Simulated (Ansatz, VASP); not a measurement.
## One calculation of Mg, two programs

```
Mg
1.0
     3.27221    0.00000    0.00000
    -1.63611    2.83382    0.00000
     0.00000    0.00000    5.31252
Mg
2
Direct
  0.33333 0.66667 0.25000
  0.66667 0.33333 0.75000
```

Change from the starting cell: volume scaled by 1.06.

Alike in both runs: task single point; functional PBEsol; k mesh 12 × 12 × 7; occupations fermi-dirac, width 0.08 eV; no spin polarisation.

|  | VASP | Ansatz |
| --- | --- | --- |
| version | VASP 6.6.1 | Ansatz 0.2.0 |
| potentials or method | VASP PAW PBE potentials, release 64 (Mg), cutoff 520 eV | all-electron LAPW, scalar-relativistic |

Ansatz gave:

```
pressure (GPa)                                  : -2.8
largest component of the traceless stress (GPa) : 0.47
```

Which values does VASP return?

Pressure (GPa): -2.9; largest component of the traceless stress (GPa): 0.47.

Ansatz ran all-electron here, so the differences hold the error of VASP's frozen core and of both bases.

Caveats: the PAW data sets were made with another functional, which shifts forces and pressure a little (VASP).
